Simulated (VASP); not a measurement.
# WS2 (R3m) in VASP: notebook

Runs on WS2. Level: PBEsol+U. Tasks: single point.

All numbers are computed with VASP 6.6.1; they aren't measurements. Logs are shortened: lines on timing, memory, paths and dates and some standing lists are left out, and cuts for length are marked.

## (1) The crystal as given

The structure is trigonal, space group R3m (No. 160). The conventional cell has a = 3.158 Å, b = 3.158 Å, c = 18.490 Å, α = 90.00°, β = 90.00°, γ = 120.00°. W (site symmetry 3m) is surrounded by 6 S at 2.39 to 2.42 Å. S (site symmetry 3m) is surrounded by 3 W at 2.39 Å. Around S (site symmetry 3m) lie 3 W at 2.42 Å.

Measurements of this composition are mostly on another form, of space group No. 194.

## (2) Single point, PBEsol+U, collinear spin, ferromagnetic start

INCAR reads:

```
SYSTEM = WS2
PREC     = Accurate       ! precision mode
ENCUT    = 520            ! plane-wave cutoff, eV
EDIFF    = 1E-7           ! SCF threshold, eV
ISMEAR   = 0              ! smearing method
SIGMA    = 0.05           ! smearing width, eV
LREAL    = .False.        ! projectors in reciprocal space
LASPH    = .True.         ! aspherical terms in the spheres
NELM     = 100            ! most SCF steps
ALGO     = Normal         ! electronic algorithm
ISIF     = 2              ! what is computed and relaxed
LWAVE    = .False.        ! write WAVECAR
LCHARG   = .False.        ! write CHGCAR
ISPIN    = 2              ! spin polarisation
MAGMOM   = 0.5 0.5 0 0 0 0 ! initial moments
LORBIT   = 11             ! projections on sites
LMAXMIX  = 4              ! l up to which the mixer works
LDAU     = .True.         ! DFT+U
LDAUTYPE = 2            
LDAUL    = 2 -1           ! shell
LDAUU    = 2 0            ! U, eV
LDAUJ    = 0 0          
LDAUPRINT= 1            
GGA      = PS             ! functional
NBANDS   = 39             ! bands
```

KPOINTS reads:

```
regular mesh
0
Gamma
  8 8 4
  0 0 0
```

POSCAR reads:

```
WS2
1.0
    1.5790001700      0.9116361700      6.1633291500
   -1.5790001700      0.9116361700      6.1633291500
    0.0000000000     -3.6465446800     12.3266583000
W S
2 4
Direct
    0.0000000000      0.0000000000      0.0000000000
    0.0000000000      0.0000000000      0.5000000000
    0.7503000000      0.7503000000      0.3751500000
    0.5810000000      0.5810000000      0.2905000000
    0.7503000000      0.7503000000      0.8751500000
    0.5810000000      0.5810000000      0.7905000000
```

Potentials or basis: VASP PAW PBE potentials, release 64 (W_sv, S).

Run with:

```
cat potpaw_PBE.64/W_sv/POTCAR potpaw_PBE.64/S/POTCAR > POTCAR
mpirun -np 1 vasp_std > vasp.out
```

OUTCAR:

```text
SYSTEM = WS2
   PREC = Accurate
   ENCUT = 520
   EDIFF = 1E-7
   ISMEAR = 0
   LREAL = .False.
   LASPH = .True.
   NELM = 100
   ISIF = 2
   ISPIN = 2
   LORBIT = 11
   GGA = PS

 ion  position               nearest neighbor table
   1  0.000  0.000  0.000-   3 2.39   5 2.39   5 2.39   4 2.42   6 2.42   6 2.42   2 3.16   2 3.16
                             2 3.16   2 3.16
   2  0.000  0.000  0.500-   5 2.39   3 2.39   3 2.39   6 2.42   4 2.42   4 2.42   1 3.16   1 3.16
                             1 3.16   1 3.16
   3  0.750  0.750  0.375-   1 2.39   2 2.39   2 2.39
   4  0.581  0.581  0.291-   1 2.42   2 2.42   2 2.42
   5  0.750  0.750  0.875-   2 2.39   1 2.39   1 2.39
   6  0.581  0.581  0.791-   2 2.42   1 2.42   1 2.42

  LATTYP: Found a base centered monoclinic cell.
 ALAT       =    12.4607715199
 B/A-ratio  =     0.2534353780
 C/A-ratio  =     0.4389629495
 COS(beta)  =    -0.1463209832

  Lattice vectors:

 A1 = (   1.5790001700,   0.9116361700,   6.1633291500)
 A2 = (  -1.5790001700,   0.9116361700,   6.1633291500)
 A3 = (   0.0000000000,  -5.4698170200,   0.0000000000)

Analysis of symmetry for initial positions (statically):
=====================================================================
 Subroutine PRICEL returns following result:

  LATTYP: Found a trigonal (rhomboedric) cell.
 ALAT       =     6.4273593532
 COS(alpha) =     0.8792939097
[... 12 lines left out ...]
 Subroutine GETGRP returns: Found  2 space group operations
 (whereof  2 operations were pure point group operations)
 out of a pool of  4 trial point group operations.

The static configuration has the point symmetry C_1h.

Analysis of symmetry for dynamics (positions and initial velocities):
=====================================================================
 Subroutine PRICEL returns following result:

  LATTYP: Found a trigonal (rhomboedric) cell.
 ALAT       =     6.4273593532
 COS(alpha) =     0.8792939097
[... 12 lines left out ...]
 Subroutine GETGRP returns: Found  2 space group operations
 (whereof  2 operations were pure point group operations)
 out of a pool of  4 trial point group operations.

The dynamic configuration has the point symmetry C_1h.

Analysis of structural, dynamic, and magnetic symmetry:
=====================================================================
 Subroutine PRICEL returns following result:

  LATTYP: Found a trigonal (rhomboedric) cell.
 ALAT       =     6.4273593532
 COS(alpha) =     0.8792939097
[... 12 lines left out ...]
 Subroutine GETGRP returns: Found  2 space group operations
 (whereof  2 operations were pure point group operations)
 out of a pool of  4 trial point group operations.

The overall configuration has the point symmetry C_1h.

 Subroutine INISYM returns: Found  2 space group operations
 (whereof  2 operations are pure point group operations),
 and found     2 'primitive' translations

----------------------------------------------------------------------------------------

                                     Primitive cell

  volume of cell :      53.2317

  direct lattice vectors                    reciprocal lattice vectors
     1.579000170  0.911636170  6.163329150     0.316656077  0.182821472  0.054083325
    -1.579000170  0.911636170  6.163329150    -0.316656077  0.182821472  0.054083325
     0.000000000 -1.823272340  6.163329150     0.000000000 -0.365642944  0.054083325

  length of vectors
     6.427359353  6.427359353  6.427359352     0.369621114  0.369621114  0.369621115
[... 171 lines left out ...]
  o =  0.3294  v =  0.0000  0.0000  0.0000  0.0000  0.0000  0.0000  0.9844 -0.0000 -0.0000 -0.1761      0.0000  0.0000  0.0000  0.0000  0.0000  0.0000  0.0000  0.0000  0.0000  0.0000
  o =  0.3418  v =  0.0000  0.0000  0.0000  0.0000  0.0000  0.0000 -0.1761  0.0000 -0.0000 -0.9844      0.0000  0.0000  0.0000  0.0000  0.0000  0.0000  0.0000  0.0000  0.0000  0.0000
  o =  0.3418  v =  0.0000  0.0000  0.0000  0.0000  0.0000 -0.9844  0.0000 -0.0000 -0.1761  0.0000      0.0000  0.0000  0.0000  0.0000  0.0000  0.0000  0.0000  0.0000  0.0000  0.0000
  o =  0.3418  v = -0.9844  0.0000 -0.0000 -0.1760  0.0000  0.0000  0.0000  0.0000  0.0000  0.0000      0.0000  0.0000  0.0000  0.0000  0.0000  0.0000  0.0000  0.0000  0.0000  0.0000
  o =  0.3418  v =  0.0000 -0.1760 -0.0000 -0.0000 -0.9844  0.0000  0.0000  0.0000  0.0000  0.0000      0.0000  0.0000  0.0000  0.0000  0.0000  0.0000  0.0000  0.0000  0.0000  0.0000
  o =  0.3635  v =  0.0000  0.0000  0.0000  0.0000  0.0000  0.0000  0.0000  1.0000 -0.0000  0.0000      0.0000  0.0000  0.0000  0.0000  0.0000  0.0000  0.0000  0.0000  0.0000  0.0000
  o =  0.3636  v =  0.0000  0.0000  1.0000 -0.0000 -0.0000  0.0000  0.0000  0.0000  0.0000  0.0000      0.0000  0.0000  0.0000  0.0000  0.0000  0.0000  0.0000  0.0000  0.0000  0.0000

atom =   2  type =  1  l = 2

 onsite density matrix

spin component  1

  0.3414 -0.0000  0.0000  0.0021 -0.0000
 -0.0000  0.3298  0.0000  0.0000  0.0021
  0.0000  0.0000  0.3636 -0.0000 -0.0000
  0.0021  0.0000 -0.0000  0.3298 -0.0000
 -0.0000  0.0021 -0.0000 -0.0000  0.3414

spin component  2

  0.3414 -0.0000  0.0000  0.0021 -0.0000
 -0.0000  0.3298  0.0000  0.0000  0.0021
  0.0000  0.0000  0.3635 -0.0000  0.0000
  0.0021  0.0000 -0.0000  0.3298 -0.0000
 -0.0000  0.0021  0.0000 -0.0000  0.3414

 occupancies and eigenvectors

  o =  0.3294  v =  0.0000  0.9844 -0.0000 -0.0000 -0.1760  0.0000  0.0000  0.0000  0.0000  0.0000      0.0000  0.0000  0.0000  0.0000  0.0000  0.0000  0.0000  0.0000  0.0000  0.0000
  o =  0.3294  v =  0.1760  0.0000 -0.0000 -0.9844  0.0000  0.0000  0.0000  0.0000  0.0000  0.0000      0.0000  0.0000  0.0000  0.0000  0.0000  0.0000  0.0000  0.0000  0.0000  0.0000
  o =  0.3294  v =  0.0000  0.0000  0.0000  0.0000  0.0000  0.1761  0.0000 -0.0000 -0.9844  0.0000      0.0000  0.0000  0.0000  0.0000  0.0000  0.0000  0.0000  0.0000  0.0000  0.0000
  o =  0.3294  v =  0.0000  0.0000  0.0000  0.0000  0.0000  0.0000  0.9844 -0.0000 -0.0000 -0.1761      0.0000  0.0000  0.0000  0.0000  0.0000  0.0000  0.0000  0.0000  0.0000  0.0000
  o =  0.3418  v =  0.0000  0.0000  0.0000  0.0000  0.0000  0.0000 -0.1761  0.0000 -0.0000 -0.9844      0.0000  0.0000  0.0000  0.0000  0.0000  0.0000  0.0000  0.0000  0.0000  0.0000
  o =  0.3418  v =  0.0000  0.0000  0.0000  0.0000  0.0000 -0.9844  0.0000 -0.0000 -0.1761  0.0000      0.0000  0.0000  0.0000  0.0000  0.0000  0.0000  0.0000  0.0000  0.0000  0.0000
  o =  0.3418  v = -0.9844  0.0000 -0.0000 -0.1760  0.0000  0.0000  0.0000  0.0000  0.0000  0.0000      0.0000  0.0000  0.0000  0.0000  0.0000  0.0000  0.0000  0.0000  0.0000  0.0000
  o =  0.3418  v =  0.0000 -0.1760 -0.0000 -0.0000 -0.9844  0.0000  0.0000  0.0000  0.0000  0.0000      0.0000  0.0000  0.0000  0.0000  0.0000  0.0000  0.0000  0.0000  0.0000  0.0000
  o =  0.3635  v =  0.0000  0.0000  0.0000  0.0000  0.0000  0.0000  0.0000  1.0000 -0.0000  0.0000      0.0000  0.0000  0.0000  0.0000  0.0000  0.0000  0.0000  0.0000  0.0000  0.0000
  o =  0.3636  v =  0.0000  0.0000  1.0000 -0.0000 -0.0000  0.0000  0.0000  0.0000  0.0000  0.0000      0.0000  0.0000  0.0000  0.0000  0.0000  0.0000  0.0000  0.0000  0.0000  0.0000

 number of electron      52.0000002 magnetization      -0.0000260

 Free energy of the ion-electron system (eV)
  ---------------------------------------------------
  ext. energy  EPLUGINS =         0.00000000
  ---------------------------------------------------
  free energy    TOTEN  =       -46.01594171 eV

  energy without entropy =      -46.01594171  energy(sigma->0) =      -46.01594171

 E-fermi :   7.7930     XC(G=0): -11.1184

 val. band max:        7.4755436027   @ k =   0.5000   0.5000   0.0000
 cond. band min:       8.6192652899   @ k =   0.1250   0.0000   0.5000
 fundamental gap:      1.1437216872
 Fermi energy:         7.7930383199

 spin component 1

 k-point     1 :       0.0000    0.0000    0.0000
  band No.  band energies     occupation
      1     -67.4131      1.00000
      2     -67.3944      1.00000
      3     -31.8480      1.00000
      4     -31.6612      1.00000
      5     -31.5944      1.00000
      6     -31.5730      1.00000
[... 1961 lines left out ...]
     37      15.0713      0.00000
     38      15.8754      0.00000

 [... further k-points ...]

 [bands above 38 left out]

------------------------ aborting loop because EDIFF is reached ----------------------------------------

  FORCE on cell =-STRESS in cart. coord.  units (eV):
  Direction    XX          YY          ZZ          XY          YZ          ZX
  --------------------------------------------------------------------------------------
  -------------------------------------------------------------------------------------
  Total        0.4789326      0.4789304      1.3178261      0.0000000     -0.0000037      0.0000000
  in kB        7.2074999      7.2074667     19.8320844      0.0000000     -0.0000556      0.0000000
  external PRESSURE =      11.4156837 kB  Pullay stress =       0.0000000 kB

 VOLUME and BASIS-vectors are now :
 -----------------------------------------------------------------------------
  energy-cutoff  :      520.00
  volume of cell :      106.46
      direct lattice vectors                 reciprocal lattice vectors
     1.579000170  0.911636170  6.163329150     0.316656077  0.182821472  0.054083325
    -1.579000170  0.911636170  6.163329150    -0.316656077  0.182821472  0.054083325
     0.000000000 -3.646544680 12.326658300     0.000000000 -0.182821472  0.027041662

 POSITION                                       TOTAL-FORCE (eV/Angst)
 -----------------------------------------------------------------------------------
      0.00000      0.00000      0.00000         0.000000     -0.000000     -0.613230
      0.00000     -1.82327      6.16333         0.000000     -0.000000     -0.613230
      0.00000      0.00000     13.87304         0.000000     -0.000000      0.441559
      0.00000      0.00000     10.74268         0.000000      0.000000      0.171671
      0.00000     -1.82327     20.03637         0.000000     -0.000000      0.441559
      0.00000     -1.82327     16.90601         0.000000      0.000000      0.171671
 -----------------------------------------------------------------------------------
    total drift:                                0.000000     -0.000002     -0.000046

  FREE ENERGIE OF THE ION-ELECTRON SYSTEM (eV)
  ---------------------------------------------------
  free  energy   TOTEN  =       -46.0159417083 eV

  energy  without entropy=      -46.0159417083  energy(sigma->0) =      -46.01594171

 total charge

# of ion       s       p       d       tot
------------------------------------------
    1        2.331   6.342   3.356  12.028
    2        2.331   6.342   3.356  12.028
    3        1.352   2.361   0.000   3.714
    4        1.354   2.344   0.000   3.698
    5        1.352   2.361   0.000   3.714
    6        1.354   2.344   0.000   3.698
--------------------------------------------------
tot         10.074  22.094   6.712  38.880

 magnetization (x)

# of ion       s       p       d       tot
------------------------------------------
    1        0.000  -0.000   0.000   0.000
    2        0.000  -0.000   0.000   0.000
    3        0.000   0.000   0.000   0.000
    4        0.000   0.000   0.000   0.000
    5        0.000   0.000   0.000   0.000
    6        0.000   0.000   0.000   0.000
--------------------------------------------------
tot          0.000  -0.000   0.000   0.000
```

Run time: 18 min. Hardware: 1 thread of Intel Xeon 6975P-C (Granite Rapids), shared host; peak memory 0.91 GiB.

Results:

* Free energy: -46.0159 eV
* Pressure: 1.1 GPa
* Largest force: 0.613 eV/Å
* Band gap on the k mesh: 1.14 eV
* Net moment: 0.00 μB per cell
* Valence electrons inside the program's atomic spheres: W 12.03; S 3.71, 3.70

Forces on the atoms (eV/Å):
```
W    0.000  0.000 -0.613
W    0.000  0.000 -0.613
S    0.000  0.000  0.442
S    0.000  0.000  0.172
S    0.000  0.000  0.442
S    0.000  0.000  0.172
```

Eigenvalues of the final occupation matrices:
```csv
site,spin,trace,eigenvalues
site 1 d,1,1.71,0.33 0.33 0.34 0.34 0.36
site 1 d,2,1.71,0.33 0.33 0.34 0.34 0.36
site 2 d,1,1.71,0.33 0.33 0.34 0.34 0.36
site 2 d,2,1.71,0.33 0.33 0.34 0.34 0.36
```

Caveat: the PAW data sets were made with another functional, which shifts forces and pressure a little; spin-orbit coupling is left out, which moves the levels of the heavy elements.

## (3) Single point, PBEsol+U, collinear spin, antiferromagnetic start

INCAR: that of step 2 with these lines changed.

```diff
@@ -14,3 +14,3 @@
 ISPIN    = 2              ! spin polarisation
-MAGMOM   = 0.5 0.5 0 0 0 0 ! initial moments
+MAGMOM   = 0.5 -0.5 0 0 0 0 ! initial moments
 LORBIT   = 11             ! projections on sites
```

KPOINTS is that of step 2.

POSCAR is that of step 2.

Potentials or basis: VASP PAW PBE potentials, release 64 (W_sv, S).

Run with:

```
cat potpaw_PBE.64/W_sv/POTCAR potpaw_PBE.64/S/POTCAR > POTCAR
mpirun -np 1 vasp_std > vasp.out
```

It took 21 min on 1 thread of Intel Xeon 6975P-C (Granite Rapids), shared host; peak memory 0.92 GiB.

The run converged. Its results:

```yaml
Free_energy: -46.0159 eV
Pressure: 1.1 GPa
Largest_force: 0.613 eV/Å
Band_gap_on_the_k_mesh: 1.14 eV
Net_moment: 0.00 μB per cell
Valence_electrons_inside_the_program's_atomic_spheres: W 12.03; S 3.71, 3.70
```

Forces in eV/Å, atoms in the order of the input:
```
W    0.000  0.000 -0.613
W    0.000  0.000 -0.613
S    0.000  0.000  0.442
S    0.000  0.000  0.172
S    0.000  0.000  0.442
S    0.000  0.000  0.172
```

Stress tensor (GPa, compression positive):
```
0.72 0.00 0.00
0.00 0.72 0.00
0.00 0.00 1.98
```

Levels at points of the mesh, in eV from the valence-band top:
Spin up:
```csv
k point,band 24,band 25,band 26,band 27,band 28,band 29
"(0.00, 0.00, 0.00)",-1.78,-1.61,-1.23,2.20,2.20,2.35
"(0.50, 0.00, 0.00)",-1.85,-1.78,-1.60,2.30,2.35,2.60
"(0.50, 0.50, 0.00)",-2.05,-1.60,0.00,2.30,2.32,2.32
"(0.00, 0.00, 0.50)",-1.97,-1.62,-1.62,1.34,1.34,2.03
"(0.50, 0.00, 0.50)",-2.68,-1.28,-1.28,1.73,1.73,2.68
"(0.50, 0.50, 0.50)",-2.70,-1.51,-1.51,1.84,1.84,2.16
```
Spin down:
```tsv
k point	band 22	band 23	band 24	band 25	band 26	band 27	band 28	band 29	band 30	band 31
(0.00, 0.00, 0.00)	-2.26	-1.85	-1.78	-1.61	-1.23	2.20	2.20	2.35	2.55	2.55
(0.50, 0.00, 0.00)	-2.59	-2.05	-1.85	-1.78	-1.60	2.30	2.35	2.60	2.71	3.19
(0.50, 0.50, 0.00)	-2.23	-2.23	-2.05	-1.60	0.00	2.30	2.32	2.32	2.39	2.39
(0.00, 0.00, 0.50)	-2.64	-1.97	-1.97	-1.62	-1.62	1.34	1.34	2.03	2.03	2.88
(0.50, 0.00, 0.50)	-4.06	-2.68	-2.68	-1.28	-1.28	1.73	1.73	2.68	2.68	2.94
(0.50, 0.50, 0.50)	-2.76	-2.70	-2.70	-1.51	-1.51	1.84	1.84	2.16	2.16	2.57
```

Eigenvalues of the final occupation matrices:
| site | spin | trace | eigenvalues |
| --- | --- | --- | --- |
| site 1 d | 1 | 1.71 | 0.33 0.33 0.34 0.34 0.36 |
| site 1 d | 2 | 1.71 | 0.33 0.33 0.34 0.34 0.36 |
| site 2 d | 1 | 1.71 | 0.33 0.33 0.34 0.34 0.36 |
| site 2 d | 2 | 1.71 | 0.33 0.33 0.34 0.34 0.36 |

Caveat: the PAW data sets were made with another functional, which shifts forces and pressure a little; spin-orbit coupling is left out, which moves the levels of the heavy elements. The state reached can hang on the start; a lower one may exist.
